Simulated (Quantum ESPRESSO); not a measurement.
# C (P6_3/mmc) in Quantum ESPRESSO: settings compared

The runs below take C through band structure, with LDA, PBEsol, r2SCAN.

The COD entry that gives the cell may itself be a prediction, so a difference from it is no test against experiment.

All numbers are computed with Quantum ESPRESSO 7.5; they aren't measurements. Logs are shortened: lines on timing, memory, paths and dates and some standing lists are left out, and cuts for length are marked.

## 1. The structure

It takes space group P6_3/mmc (No. 194, hexagonal). Conventional cell: a = 2.522 Å, b = 2.522 Å, c = 8.237 Å, α = 90.00°, β = 90.00°, γ = 120.00°. C (site symmetry 3m) has 4 C at 1.54 Å as nearest neighbours. C (site symmetry 3m) has 4 C at 1.54 Å as nearest neighbours.

This is a hexagonal form of diamond, not graphite.

## 2. Band structure, LDA

pw.in reads:

```
&CONTROL
  calculation = 'scf'
  prefix = 'pwscf'
  outdir = './tmp'
  pseudo_dir = './pseudo'
  tprnfor = .true.
  tstress = .true.
  disk_io = 'low'
/
&SYSTEM
  ibrav = 0
  celldm(1) = 8
  nat = 8
  ntyp = 1
  ecutwfc = 45
  ecutrho = 360
  nbnd = 24
  occupations = 'smearing'
  smearing = 'fd'
  degauss = 0.00367493
/
&ELECTRONS
  conv_thr = 1.6d-09
  electron_maxstep = 120
  mixing_beta = 0.5
/
ATOMIC_SPECIES
C     12.0110 c_lda_v1.2.uspp.F.UPF
CELL_PARAMETERS alat
  0.5957597823648   0.0000000000000   0.0000000000000
 -0.2978798911824   0.5159431060846   0.0000000000000
  0.0000000000000   0.0000000000000   1.9457328826444
ATOMIC_POSITIONS crystal
C      0.6666666667    0.3333333333    0.8437500000
C      0.3333333333    0.6666666667    0.3437500000
C      0.6666666667    0.3333333333    0.6562500000
C      0.3333333333    0.6666666667    0.1562500000
C      0.0000000000    0.0000000000    0.9062500000
C      0.0000000000    0.0000000000    0.4062500000
C      0.0000000000    0.0000000000    0.5937500000
C      0.0000000000    0.0000000000    0.0937500000
K_POINTS automatic
12 12 4 0 0 0
```

bands.in reads:

```
&CONTROL
  calculation = 'bands'
  prefix = 'pwscf'
  outdir = './tmp'
  pseudo_dir = './pseudo'
  disk_io = 'low'
  verbosity = 'high'
/
&SYSTEM
  ibrav = 0
  celldm(1) = 8
  nat = 8
  ntyp = 1
  ecutwfc = 45
  ecutrho = 360
  nbnd = 24
  occupations = 'smearing'
  smearing = 'fd'
  degauss = 0.00367493
/
&ELECTRONS
  conv_thr = 1d-08
  electron_maxstep = 120
  mixing_beta = 0.5
  diago_full_acc = .true.
  startingwfc = 'random'
/
ATOMIC_SPECIES
C     12.0110 c_lda_v1.2.uspp.F.UPF
CELL_PARAMETERS alat
  0.5957597823648   0.0000000000000   0.0000000000000
 -0.2978798911824   0.5159431060846   0.0000000000000
  0.0000000000000   0.0000000000000   1.9457328826444
ATOMIC_POSITIONS crystal
C      0.6666666667    0.3333333333    0.8437500000
C      0.3333333333    0.6666666667    0.3437500000
C      0.6666666667    0.3333333333    0.6562500000
C      0.3333333333    0.6666666667    0.1562500000
C      0.0000000000    0.0000000000    0.9062500000
C      0.0000000000    0.0000000000    0.4062500000
C      0.0000000000    0.0000000000    0.5937500000
C      0.0000000000    0.0000000000    0.0937500000
K_POINTS crystal
60
 0.0000000000  0.0000000000  0.0000000000 1
 0.0555555556  0.0000000000  0.0000000000 1
 0.1111111111  0.0000000000  0.0000000000 1
 0.1666666667  0.0000000000  0.0000000000 1
 0.2222222222  0.0000000000  0.0000000000 1
 0.2777777778  0.0000000000  0.0000000000 1
 0.3333333333  0.0000000000  0.0000000000 1
 0.3888888889  0.0000000000  0.0000000000 1
 0.4444444444  0.0000000000  0.0000000000 1
 0.5000000000  0.0000000000  0.0000000000 1
 0.4666666667  0.0666666667  0.0000000000 1
 0.4333333333  0.1333333333  0.0000000000 1
 0.4000000000  0.2000000000  0.0000000000 1
 0.3666666667  0.2666666667  0.0000000000 1
 0.3333333333  0.3333333333  0.0000000000 1
 0.3000000000  0.3000000000  0.0000000000 1
 0.2666666667  0.2666666667  0.0000000000 1
 0.2333333333  0.2333333333  0.0000000000 1
 0.2000000000  0.2000000000  0.0000000000 1
 0.1666666667  0.1666666667  0.0000000000 1
 0.1333333333  0.1333333333  0.0000000000 1
 0.1000000000  0.1000000000  0.0000000000 1
 0.0666666667  0.0666666667  0.0000000000 1
 0.0333333333  0.0333333333  0.0000000000 1
 0.0000000000  0.0000000000  0.0000000000 1
 0.0000000000  0.0000000000  0.2500000000 1
 0.0000000000  0.0000000000  0.5000000000 1
 0.0555555556  0.0000000000  0.5000000000 1
 0.1111111111  0.0000000000  0.5000000000 1
 0.1666666667  0.0000000000  0.5000000000 1
 0.2222222222  0.0000000000  0.5000000000 1
 0.2777777778  0.0000000000  0.5000000000 1
 0.3333333333  0.0000000000  0.5000000000 1
 0.3888888889  0.0000000000  0.5000000000 1
 0.4444444444  0.0000000000  0.5000000000 1
 0.5000000000  0.0000000000  0.5000000000 1
 0.4666666667  0.0666666667  0.5000000000 1
 0.4333333333  0.1333333333  0.5000000000 1
 0.4000000000  0.2000000000  0.5000000000 1
 0.3666666667  0.2666666667  0.5000000000 1
 0.3333333333  0.3333333333  0.5000000000 1
 0.3076923077  0.3076923077  0.5000000000 1
 0.2820512821  0.2820512821  0.5000000000 1
 0.2564102564  0.2564102564  0.5000000000 1
 0.2307692308  0.2307692308  0.5000000000 1
 0.2051282051  0.2051282051  0.5000000000 1
 0.1794871795  0.1794871795  0.5000000000 1
 0.1538461538  0.1538461538  0.5000000000 1
 0.1282051282  0.1282051282  0.5000000000 1
 0.1025641026  0.1025641026  0.5000000000 1
 0.0769230769  0.0769230769  0.5000000000 1
 0.0512820513  0.0512820513  0.5000000000 1
 0.0256410256  0.0256410256  0.5000000000 1
 0.0000000000  0.0000000000  0.5000000000 1
 0.5000000000  0.0000000000  0.5000000000 1
 0.5000000000  0.0000000000  0.2500000000 1
 0.5000000000  0.0000000000  0.0000000000 1
 0.3333333333  0.3333333333  0.0000000000 1
 0.3333333333  0.3333333333  0.2500000000 1
 0.3333333333  0.3333333333  0.5000000000 1
```

Potentials or basis: GBRV 1.5 LDA.

The run is started by

```
> OMP_NUM_THREADS=1 mpirun -n 2 pw.x -nk 2 -in pw.in > pw.out
> OMP_NUM_THREADS=1 mpirun -n 2 pw.x -nk 2 -in bands.in > bands.out
```

pw.out:

```text
This program is part of the open-source Quantum ESPRESSO suite
     for quantum simulation of materials; please cite
[... 13 lines left out ...]
     --------------------
     sticks:   dense  smooth     PW     G-vecs:    dense   smooth      PW
     Sum         559     283     85                35297    12529    2269

     Using Slab Decomposition

     bravais-lattice index     =            0
     lattice parameter (alat)  =       8.0000  a.u.
     unit-cell volume          =     306.2148 (a.u.)^3
     number of atoms/cell      =            8
     number of atomic types    =            1
     number of electrons       =        32.00
     number of Kohn-Sham states=           24
     kinetic-energy cutoff     =      45.0000  Ry
     charge density cutoff     =     360.0000  Ry
     scf convergence threshold =      1.6E-09
     mixing beta               =       0.5000
     number of iterations used =            8  plain     mixing
     Exchange-correlation= SLA  PZ   NOGX NOGC
                           (   1   1   0   0   0   0   0)

     celldm(1)=   8.000000  celldm(2)=   0.000000  celldm(3)=   0.000000
     celldm(4)=   0.000000  celldm(5)=   0.000000  celldm(6)=   0.000000

     crystal axes: (cart. coord. in units of alat)
               a(1) = (   0.595760   0.000000   0.000000 )
               a(2) = (  -0.297880   0.515943   0.000000 )
               a(3) = (   0.000000   0.000000   1.945733 )

     reciprocal axes: (cart. coord. in units 2 pi/alat)
               b(1) = (  1.678529  0.969099 -0.000000 )
               b(2) = (  0.000000  1.938198  0.000000 )
               b(3) = (  0.000000 -0.000000  0.513945 )

     PseudoPot. # 1 for C  read from file:
     c_lda_v1.2.uspp.F.UPF
     Pseudo is Ultrasoft + core correction, Zval =  4.0
     Generated by new atomic code, or converted to UPF format
     Using radial grid of  721 points,  4 beta functions with:
                l(1) =   0
                l(2) =   0
                l(3) =   1
                l(4) =   1
     Q(r) pseudized with  8 coefficients,  rinner =    1.100   1.100   1.100

     atomic species   valence    mass     pseudopotential
     C                 4.00    12.01100     C ( 1.00)

     24 Sym. Ops., with inversion, found (12 have fractional translation)

   Cartesian axes

     site n.     atom                  positions (alat units)
         1        C      tau(   1) = (   0.2978799   0.1719810   1.6417121  )
         2        C      tau(   2) = (  -0.0000000   0.3439621   0.6688457  )
         3        C      tau(   3) = (   0.2978799   0.1719810   1.2768872  )
         4        C      tau(   4) = (  -0.0000000   0.3439621   0.3040208  )
         5        C      tau(   5) = (   0.0000000   0.0000000   1.7633204  )
         6        C      tau(   6) = (   0.0000000   0.0000000   0.7904540  )
         7        C      tau(   7) = (   0.0000000   0.0000000   1.1552789  )
         8        C      tau(   8) = (   0.0000000   0.0000000   0.1824125  )

     number of k points=    57  Fermi-Dirac smearing, width (Ry)=  0.0037
                       cart. coord. in units 2pi/alat
        k(    1) = (   0.0000000   0.0000000   0.0000000), wk =   0.0034722
        k(    2) = (   0.0000000   0.0000000   0.1284863), wk =   0.0069444
        k(    3) = (   0.0000000   0.0000000  -0.2569726), wk =   0.0034722
        k(    4) = (   0.0000000   0.1615165   0.0000000), wk =   0.0208333
        k(    5) = (   0.0000000   0.1615165   0.1284863), wk =   0.0416667
        k(    6) = (   0.0000000   0.1615165  -0.2569726), wk =   0.0208333
[... 49 lines left out ...]
        k(   56) = (   0.5595096   0.9690991   0.1284863), wk =   0.0138889
        k(   57) = (   0.5595096   0.9690991  -0.2569726), wk =   0.0069444

     Dense  grid:    35297 G-vectors     FFT dimensions: (  30,  30,  96)

     Smooth grid:    12529 G-vectors     FFT dimensions: (  24,  24,  72)

     Initial potential from superposition of free atoms

     starting charge      31.9997, renormalised to      32.0000
     Starting wfcs are   32 randomized atomic wfcs

     Self-consistent Calculation

     iteration #  1     ecut=    45.00 Ry     beta= 0.50
     Davidson diagonalization with overlap
     ethr =  1.00E-02,  avg # of iterations =  2.7

     total energy              =     -92.22550527 Ry
     estimated scf accuracy    <       0.48880949 Ry

     iteration #  2     ecut=    45.00 Ry     beta= 0.50
     Davidson diagonalization with overlap
     ethr =  1.53E-03,  avg # of iterations =  1.2

     total energy              =     -92.21148648 Ry
     estimated scf accuracy    <       0.06732449 Ry

     iteration #  3     ecut=    45.00 Ry     beta= 0.50
     Davidson diagonalization with overlap
     ethr =  2.10E-04,  avg # of iterations =  4.5
[... 29 lines left out ...]
     total energy              =     -92.21945652 Ry
     estimated scf accuracy    <          6.2E-09 Ry

     iteration #  8     ecut=    45.00 Ry     beta= 0.50
     Davidson diagonalization with overlap
     ethr =  1.93E-11,  avg # of iterations =  2.6

     total energy              =     -92.21945653 Ry
     estimated scf accuracy    <          3.9E-09 Ry

     iteration #  9     ecut=    45.00 Ry     beta= 0.50
     Davidson diagonalization with overlap
     ethr =  1.22E-11,  avg # of iterations =  1.9

     End of self-consistent calculation

          k = 0.0000 0.0000 0.0000 (  1557 PWs)   bands (ev):

    -8.2297  -6.5382  -6.4886  -2.3595  -0.2840   6.5479   6.6245  10.2026
    10.2026  11.2698  11.2698  11.4939  11.4939  13.0031  13.2276  13.2276
    18.3635  18.3635  18.8839  20.1638  20.1639  20.6437  21.1113  21.1114

          k = 0.0000 0.0000 0.1285 (  1557 PWs)   bands (ev):

    -8.1216  -7.2606  -5.5649  -3.1920   0.7266   4.4869   8.7066  10.2804
    10.2804  10.8773  10.8773  11.9686  11.9686  12.3227  13.0325  13.0325
    18.5907  18.5907  19.2387  19.7927  19.7927  20.4406  21.3792  21.3793

          k = 0.0000 0.0000-0.2570 (  1534 PWs)   bands (ev):

    -7.7978  -7.7978  -4.4349  -4.4349   2.4980   2.4980  10.5101  10.5101
    10.5101  10.5101  10.7097  10.7097  12.5527  12.5527  12.5527  12.5527
    19.1482  19.1482  19.1482  19.1482  19.9086  19.9086  21.5745  21.5745
[... 79 lines left out ...]
          k = 0.0000 0.8076 0.1285 (  1567 PWs)   bands (ev):

    -4.0133  -3.2164  -1.7002   0.0235   0.5695   1.4116   2.3686   4.2548
     4.7579   6.8290   7.0448   7.7787   8.4967   9.0528   9.4978  10.2511
    17.7085  18.4599  19.6409  19.8236  21.0825  21.3528  21.7720  23.1570

          k = 0.0000 0.8076-0.2570 (  1556 PWs)   bands (ev):

    -3.7114  -3.7114  -0.7840  -0.7840   0.8306   0.8306   3.3110   3.3110
     5.9422   5.9422   7.3263   7.3263   9.0194   9.0194   9.7274   9.7274
    18.0000  18.0000  20.3316  20.3316  20.9037  20.9037  22.7285  22.7286

          k = 0.0000-0.9691 0.0000 (  1582 PWs)   bands (ev):

    -2.8356  -2.2073  -1.3324  -0.2820  -0.1931   0.1681   2.8820   3.3231
     4.7102   6.0776   6.7929   8.2098   8.2308   8.7072   9.5302  10.3076
    17.6572  18.8101  19.0383  19.1856  20.2150  21.4736  21.7176  24.2521

          k = 0.0000-0.9691 0.1285 (  1554 PWs)   bands (ev):

    -2.7557  -2.2959  -1.3921  -0.7720   0.2350   0.8312   2.2053   2.8051
     5.4293   6.4667   6.8887   7.6250   8.4593   8.9030   9.2014  10.1046
    17.7436  18.4611  19.3052  19.8770  20.4544  21.4442  21.8349  23.2500

          k = 0.0000-0.9691-0.2570 (  1564 PWs)   bands (ev):

    -2.5394  -2.5394  -1.2215  -1.2215   1.1166   1.1166   1.8434   1.8434
     6.4242   6.4242   7.1711   7.1711   8.5222   8.5222   9.5795   9.5795
    18.0116  18.0116  20.2497  20.2497  20.7493  20.7493  22.8190  22.8190

          k = 0.1399 0.2423 0.0000 (  1537 PWs)   bands (ev):

    -7.7198  -6.0382  -5.9861  -1.9084   0.1869   6.7603   6.8360   8.1594
     8.8065   9.6063   9.6661  10.1764  10.3222  11.6422  12.3097  12.3197
    18.8859  19.0028  19.5961  20.3387  20.9995  21.1551  21.8214  21.9349

          k = 0.1399 0.2423 0.1285 (  1537 PWs)   bands (ev):

    -7.6121  -6.7553  -5.0700  -2.7221   1.1698   4.8170   8.2412   8.6186
     8.7950   9.2978   9.7073  10.2777  10.8488  11.3307  12.0005  12.1279
    18.9200  19.0692  19.8952  19.9591  20.8782  21.0728  21.9846  22.0528

          k = 0.1399 0.2423-0.2570 (  1546 PWs)   bands (ev):
[... 191 lines left out ...]
          k = 0.5595 0.9691 0.1285 (  1563 PWs)   bands (ev):

    -1.0950  -0.7063  -0.7063  -0.4007   1.4567   1.7230   1.7230   3.3405
     3.3405   3.3887   5.2886   5.2886   6.7652   7.8798   7.8798   8.8368
    18.7509  18.7509  21.6960  22.7082  22.7082  24.6333  25.4461  25.5084

          k = 0.5595 0.9691-0.2570 (  1584 PWs)   bands (ev):

    -0.8204  -0.8204  -0.6960  -0.6960   1.5930   1.5930   2.3738   2.3738
     3.8788   3.8788   4.6740   4.6740   7.8952   7.8952   8.1314   8.1314
    18.3393  18.3393  23.0197  23.0197  24.1886  24.1886  24.9360  24.9360

     the Fermi energy is    15.1711 ev

!    total energy              =     -92.21945653 Ry
     estimated scf accuracy    <          9.0E-11 Ry
     smearing contrib. (-TS)   =       0.00000000 Ry
     internal energy E=F+TS    =     -92.21945653 Ry

     The total energy is F=E-TS. E is the sum of the following terms:
     one-electron contribution =      31.64305451 Ry
     hartree contribution      =       7.73557388 Ry
     xc contribution           =     -29.37540776 Ry
     ewald contribution        =    -102.22267716 Ry

     convergence has been achieved in   9 iterations

     Forces acting on atoms (cartesian axes, Ry/au):

     atom    1 type  1   force =    -0.00000000   -0.00000000    0.01266370
     atom    2 type  1   force =     0.00000000    0.00000000    0.01266370
     atom    3 type  1   force =    -0.00000000   -0.00000000   -0.01266370
     atom    4 type  1   force =     0.00000000    0.00000000   -0.01266370
     atom    5 type  1   force =     0.00000000    0.00000000    0.01287684
     atom    6 type  1   force =    -0.00000000   -0.00000000    0.01287684
     atom    7 type  1   force =    -0.00000000    0.00000000   -0.01287684
     atom    8 type  1   force =     0.00000000    0.00000000   -0.01287684

     Total force =     0.036121     Total SCF correction =     0.000023

     Computing stress (Cartesian axis) and pressure

          total   stress  (Ry/bohr**3)                   (kbar)     P=     -123.88
  -0.00112461   0.00000000   0.00000000         -165.44        0.00        0.00
   0.00000000  -0.00112461   0.00000000            0.00     -165.44        0.00
   0.00000000   0.00000000  -0.00027723            0.00        0.00      -40.78

=------------------------------------------------------------------------------=
   JOB DONE.
=------------------------------------------------------------------------------=
```

Run time: 38 s. Hardware: 2 MPI ranks of Intel Xeon Platinum 8375C at 2.90GHz (Ice Lake), shared host; peak memory 0.18 GiB.

What came out:

| Item | Value |
| --- | --- |
| Free energy | -1254.7096 eV |
| Pressure | -12.4 GPa |
| Largest force | 0.331 eV/Å |
| Band gap on the k mesh | 4.39 eV, indirect (least direct gap 5.14 eV) |
| Band gap along the path | 4.40 eV, indirect (least direct gap 5.14 eV) |

Forces on the atoms (eV/Å):
```
C    0.000  0.000  0.326
C    0.000  0.000  0.326
C    0.000  0.000 -0.326
C    0.000  0.000 -0.326
C    0.000  0.000  0.331
C    0.000  0.000  0.331
C    0.000  0.000 -0.331
C    0.000  0.000 -0.331
```

Stress tensor (GPa, compression positive):
```
-16.54   0.00   0.00
  0.00 -16.54   0.00
  0.00   0.00  -4.08
```

Levels at the corners of the path, in eV from the valence-band top:
```tsv
point	band 12	band 13	band 14	band 15	band 16	band 17	band 18	band 19	band 20	band 21
Γ	-1.73	-1.73	-0.22	0.00	0.00	5.14	5.14	5.66	6.94	6.94
M	-5.02	-5.00	-4.52	-3.70	-2.92	4.43	5.58	5.81	5.96	6.99
K	-7.44	-7.14	-5.67	-5.67	-4.01	6.11	6.11	7.95	8.43	8.43
Γ	-1.73	-1.73	-0.22	0.00	0.00	5.14	5.14	5.66	6.94	6.94
A	-2.52	-0.67	-0.67	-0.67	-0.67	5.92	5.92	5.92	5.92	6.68
L	-6.06	-4.71	-4.71	-3.65	-3.65	4.78	4.78	7.02	7.02	7.52
H	-8.55	-5.33	-5.33	-5.10	-5.10	5.11	5.11	9.79	9.79	10.96
A	-2.52	-0.67	-0.67	-0.67	-0.67	5.92	5.92	5.92	5.92	6.68
L	-6.06	-4.71	-4.71	-3.65	-3.65	4.78	4.78	7.02	7.02	7.52
M	-5.02	-5.00	-4.52	-3.70	-2.92	4.43	5.58	5.81	5.96	6.99
K	-7.44	-7.14	-5.67	-5.67	-4.01	6.11	6.11	7.95	8.43	8.43
H	-8.55	-5.33	-5.33	-5.10	-5.10	5.11	5.11	9.79	9.79	10.96
```

(Continued in part 2 of 2.)
